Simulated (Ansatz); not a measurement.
# In₂O₃: a line through a two-coordinate scan, part 1 of 2

One line of a two-coordinate grid on In₂O₃ (R-3c, No. 167; 10 atoms in the cell): lattice constant c is varied, at lattice constant a (and b) = 5.788 Å.

Method: DFT PBEsol, scalar-relativistic, plane waves, PAW, in Ansatz 0.2.0.

16 further runs of the same task are left out: 16 set aside as unsound or not needed.

## (1) The system as given

The structure is trigonal, space group R-3c (No. 167). Conventional cell: a = 5.512 Å, b = 5.512 Å, c = 14.534 Å, α = 90.00°, β = 90.00°, γ = 120.00°. Around In (site symmetry 3) lie 6 O at 2.13 to 2.26 Å. O (site symmetry 2) is surrounded by 4 In at 2.13 to 2.26 Å.

Coordinates:

```
In O
1.0
     2.75600    1.59118    4.84453
    -2.75600    1.59118    4.84453
     0.00000   -3.18235    4.84453
In O
4 6
Direct
  0.35745 0.35745 0.35745
  0.14255 0.14255 0.14255
  0.64255 0.64255 0.64255
  0.85745 0.85745 0.85745
  0.54584 0.95416 0.25000
  0.25000 0.54584 0.95416
  0.95416 0.25000 0.54584
  0.45416 0.04584 0.75000
  0.75000 0.45416 0.04584
  0.04584 0.75000 0.45416
```

It is the result of an earlier relaxation at this level (volume 12.75 Å³/atom; gap on the mesh: 1.12 eV).

## (2) Plan of the line

The energy is mapped over the lattice constants a and c of the conventional cell.

First coordinate, lattice constant a (and b): 7 values from 5.236 to 5.788 Å. Second coordinate, lattice constant c: 7 values from 13.807 to 15.260 Å.

Nothing else is relaxed (fractional coordinates fixed). Energies count from the relaxed crystal. Points are written as (first, second).

## (3) The run at (5.788 Å, 13.807 Å)

input.yaml

```yaml
crystal:
  lattice:
    - [2.8938, 1.670736209, 4.6023]
    - [-2.8938, 1.670736209, 4.6023]
    - [0.0, -3.341472418, 4.6023]
  atoms:
    - { symbol: In, position: [0.3574536553, 0.3574536553, 0.3574536553] }
    - { symbol: In, position: [0.1425463447, 0.1425463447, 0.1425463447] }
    - { symbol: In, position: [0.6425463447, 0.6425463447, 0.6425463447] }
    - { symbol: In, position: [0.8574536553, 0.8574536553, 0.8574536553] }
    - { symbol: O, position: [0.5458387896, 0.9541612104, 0.25] }
    - { symbol: O, position: [0.25, 0.5458387896, 0.9541612104] }
    - { symbol: O, position: [0.9541612104, 0.25, 0.5458387896] }
    - { symbol: O, position: [0.4541612104, 0.0458387896, 0.75] }
    - { symbol: O, position: [0.75, 0.4541612104, 0.0458387896] }
    - { symbol: O, position: [0.0458387896, 0.75, 0.4541612104] }
basis:
  ecutwfc: 520.0
kpoints:
  mp_grid: { grid: [6, 6, 6] }
hamiltonian:
  xc: pbesol
scf:
  occupations: { method: gaussian, width: 0.05 }
output:
  forces: true
  stress: true
  eigenvalues: true
```

Launch:

```sh
$ ansatz run input.yaml --threads 2 --pin off --max-ram 4096MiB --backend cpu --events-out ev --progress --plain --runs-dir out
```

Output, cut to the lines that bear on the results:

```text
Warning: RAYON_NUM_THREADS=2 ignored (pool sized by the plan → 2); use --threads N
[...]
Pseudopotentials: kind: paw
Pseudopotential: In, paw, valence charge 13, recommended cutoff 420 eV (normal), In.paw.azcp
Pseudopotential: O, paw, valence charge 6, recommended cutoff 420 eV (normal), O.paw.azcp
Functional definition: PBEsol
[...]
Crystal: 10 atoms, lattice volume = 133.507 Å³
Basis set: ecut = 520 eV, 3629 PW (Γ), exchange–correlation on 90×90×90 points (8 copies of the dense FFT grid, shifted against one another)
Bands: 54, of which v1, the nominal top of the filled ones, is band 44 counted from 1 (43 counted from 0)
Symmetry: 12 space group operations
Space group: R-3c (ITA 167), of the structure as read, at distance tolerance 5.1e-5 Å
k-points: 32 of 216
[...]
SCF iter   1: F=—  HF=-25467.075228 eV  |F-HF|=—  |Δ(HF+E_count)|=         —  Δρ=1.67e-2  dr2=3.13e-1  ethr=1.77e-3  ⟨swp⟩=6.3  Hψ=6995  notcnv=0  defer=11
[...]
SCF iter   6: F=-25466.992498 eV  HF=-25466.992498 eV  |F-HF|=2.72e-8  |Δ(HF+E_count)|=   6.68e-7  Δρ=8.05e-6  dr2=8.59e-8  ethr=1.14e-10  ⟨swp⟩=9.2  Hψ=8254  notcnv=0
[...]
SCF converged after 6 iterations
Free energy (F): -25466.992498 eV
[...]
E sigma→0 (E₀):  -25466.992498 eV
Fermi energy:    8.393840 eV
[...]
--- Forces (eV/Å), atoms counted from 1 ---
  atom   1  In     0.00000000     0.00000000     0.61148136
  atom   2  In    -0.00000000    -0.00000000    -0.61148136
  atom   3  In    -0.00000000     0.00000000    -0.61148136
  atom   4  In     0.00000000    -0.00000000     0.61148136
  atom   5  O      0.12833394     0.00000000     0.00000000
  atom   6  O     -0.06416697     0.11114045     0.00000000
  atom   7  O     -0.06416697    -0.11114045     0.00000000
  atom   8  O     -0.12833394     0.00000000    -0.00000000
[...]
--- Stress (GPa, compression-positive) ---
      -13.862772       0.000000      -0.000000
        0.000000     -13.862772      -0.000000
       -0.000000      -0.000000       2.880313
  P = ⅓ Tr σ = -8.2817 GPa (-82.817 kbar)
--- Band table (eV; the first three rows and the last of 32) ---
[...]
```

It took 6.1 s on 2 threads of Intel Xeon Platinum 8375C at 2.90GHz (Ice Lake), shared host; peak memory 0.66 GiB.

Energy on the map's scale: 64 meV/atom.

## (4) Point (5.788 Å, 14.049 Å)

Changes to input.yaml since step 3:

```diff
@@ -2,5 +2,5 @@
   lattice:
-    - [2.8938, 1.670736209, 4.6023]
-    - [-2.8938, 1.670736209, 4.6023]
-    - [0.0, -3.341472418, 4.6023]
+    - [2.8938, 1.670736209, 4.6830333333]
+    - [-2.8938, 1.670736209, 4.6830333333]
+    - [0.0, -3.341472418, 4.6830333333]
   atoms:
@@ -28 +28,5 @@
   eigenvalues: true
+  write_density: true
+  write_potential: true
+  elf: true
+  volumetric_format: npy
```

Launch:

```sh
$ ansatz run input.yaml --threads 2 --pin off --max-ram 4096MiB --backend cpu --events-out ev --progress --plain --runs-dir out
```

Output, cut to the lines that bear on the results:

```text
[...]
SCF converged after 7 iterations
Free energy (F): -25467.006258 eV
[...]
E sigma→0 (E₀):  -25467.006258 eV
Fermi energy:    8.098287 eV
[...]
--- Forces (eV/Å), atoms counted from 1 ---
  atom   1  In    -0.00000000    -0.00000000     0.40119234
  atom   2  In    -0.00000000     0.00000000    -0.40119234
  atom   3  In     0.00000000     0.00000000    -0.40119234
  atom   4  In     0.00000000    -0.00000000     0.40119234
  atom   5  O      0.08431303     0.00000000     0.00000000
  atom   6  O     -0.04215651     0.07301723     0.00000000
  atom   7  O     -0.04215651    -0.07301723    -0.00000000
  atom   8  O     -0.08431303    -0.00000000     0.00000000
[...]
--- Stress (GPa, compression-positive) ---
      -15.018521       0.000000      -0.000000
        0.000000     -15.018521      -0.000000
       -0.000000      -0.000000      -0.944412
  P = ⅓ Tr σ = -10.3272 GPa (-103.272 kbar)
--- Band table (eV; the first three rows and the last of 32) ---
[...]
```

Wall time 7.2 s (2 threads of Intel Xeon Platinum 8375C at 2.90GHz (Ice Lake), shared host); peak memory 0.66 GiB.

Axes a, b and c in the maps are those of this run's conventional cell (a, b, c = 5.788, 5.788, 14.049 Å).

Density in a lattice plane of the grid's cell (edges 5.79 and 14.05 Å, at 0.000 of the third edge), which holds In and O.

Ten even steps from ' ' (0.03 e/Å³) to '@' (12.06 e/Å³):
```
      ....          
::    ----          
@@::              ::
                    
            ..**..  
                    
@@::              ::
::    ----          
      ....          
                    
            ....    
::          ----    
@@::              ::
                    
    ..**..          
                    
@@::              ::
::          ----    
            ....    
                    
```
Columns run along the first of these edges and rows up along the second, over one cell in 10 and 20 even steps from the bottom left corner. Atoms in the plane (fractional): In at (0.00, 0.36), In at (0.00, 0.14), In at (1.00, 0.64), In at (1.00, 0.86), O at (0.30, 0.25), O at (0.70, 0.75).

ELF in the same plane.

Ten even steps from ' ' (0.00) to '@' (0.82):
```
....##@@@@++      ..
..::++@@@@%%    ..--
  ....**##::  ......
::::      ..##@@##..
....      --@@--@@--
::::      ..##@@##..
  ....**##::  ......
..::++@@@@%%    ..--
....##@@@@++      ..
      --::  ::--    
....      ++@@@@##..
..--..    %%@@@@++::
  ......  ::##**....
::..##@@##..      ::
..--@@--@@--      ..
::..##@@##..      ::
  ......  ::##**....
..--..    %%@@@@++::
....      ++@@@@##..
      --::  ::--    
```
Columns run along the first of these edges and rows up along the second, over one cell in 10 and 20 even steps from the bottom left corner. Atoms in the plane (fractional): In at (0.00, 0.36), In at (0.00, 0.14), In at (1.00, 0.64), In at (1.00, 0.86), O at (0.30, 0.25), O at (0.70, 0.75).

Both are smooth fields of the valence electrons: close to the nuclei they are not physical.

Maxima of ELF outside the ion cores: 0.84 in the shell around O, 0.6 Å from O.

That is 62 meV/atom from the zero.

## (5) Point (5.788 Å, 14.291 Å)

Changes to input.yaml since step 4:

```diff
@@ -2,5 +2,5 @@
   lattice:
-    - [2.8938, 1.670736209, 4.6830333333]
-    - [-2.8938, 1.670736209, 4.6830333333]
-    - [0.0, -3.341472418, 4.6830333333]
+    - [2.8938, 1.670736209, 4.7638]
+    - [-2.8938, 1.670736209, 4.7638]
+    - [0.0, -3.341472418, 4.7638]
   atoms:
@@ -28,5 +28 @@
   eigenvalues: true
-  write_density: true
-  write_potential: true
-  elf: true
-  volumetric_format: npy
```

Launch:

```sh
$ ansatz run input.yaml --threads 2 --pin off --max-ram 4096MiB --backend cpu --events-out ev --progress --plain --runs-dir out
```

Output, cut to the lines that bear on the results:

```text
Warning: RAYON_NUM_THREADS=2 ignored (pool sized by the plan → 2); use --threads N
[...]
[... 4 set-up lines as earlier in the session ...]
[...]
Crystal: 10 atoms, lattice volume = 138.191 Å³
Basis set: ecut = 520 eV, 3707 PW (Γ), exchange–correlation on 90×90×90 points (8 copies of the dense FFT grid, shifted against one another)
Bands: 54, of which v1, the nominal top of the filled ones, is band 44 counted from 1 (43 counted from 0)
[... 1 set-up line as earlier in the session ...]
Space group: R-3c (ITA 167), of the structure as read, at distance tolerance 5.2e-5 Å
k-points: 32 of 216
[...]
SCF iter   1: F=—  HF=-25467.051994 eV  |F-HF|=—  |Δ(HF+E_count)|=         —  Δρ=1.67e-2  dr2=3.29e-1  ethr=1.77e-3  ⟨swp⟩=6.2  Hψ=6716  notcnv=0  defer=17
[...]
SCF converged after 7 iterations
Free energy (F): -25466.966329 eV
[...]
E sigma→0 (E₀):  -25466.966329 eV
Fermi energy:    7.811663 eV
[...]
--- Forces (eV/Å), atoms counted from 1 ---
  atom   1  In     0.00000000    -0.00000000     0.22201510
  atom   2  In     0.00000000    -0.00000000    -0.22201510
  atom   3  In    -0.00000000    -0.00000000    -0.22201510
  atom   4  In    -0.00000000     0.00000000     0.22201510
  atom   5  O      0.05146544    -0.00000000     0.00000000
  atom   6  O     -0.02573272     0.04457037    -0.00000000
  atom   7  O     -0.02573272    -0.04457037     0.00000000
  atom   8  O     -0.05146544    -0.00000000     0.00000000
[...]
--- Stress (GPa, compression-positive) ---
      -16.010309       0.000000      -0.000000
        0.000000     -16.010309      -0.000000
        0.000000      -0.000000      -4.466473
  P = ⅓ Tr σ = -12.1624 GPa (-121.624 kbar)
--- Band table (eV; the first three rows and the last of 32) ---
[...]
```

Wall time 6.3 s (2 threads of Intel Xeon Platinum 8375C at 2.90GHz (Ice Lake), shared host); peak memory 0.68 GiB.

On the map this point reads 66 meV/atom.

(Continued in part 2 of 2.)
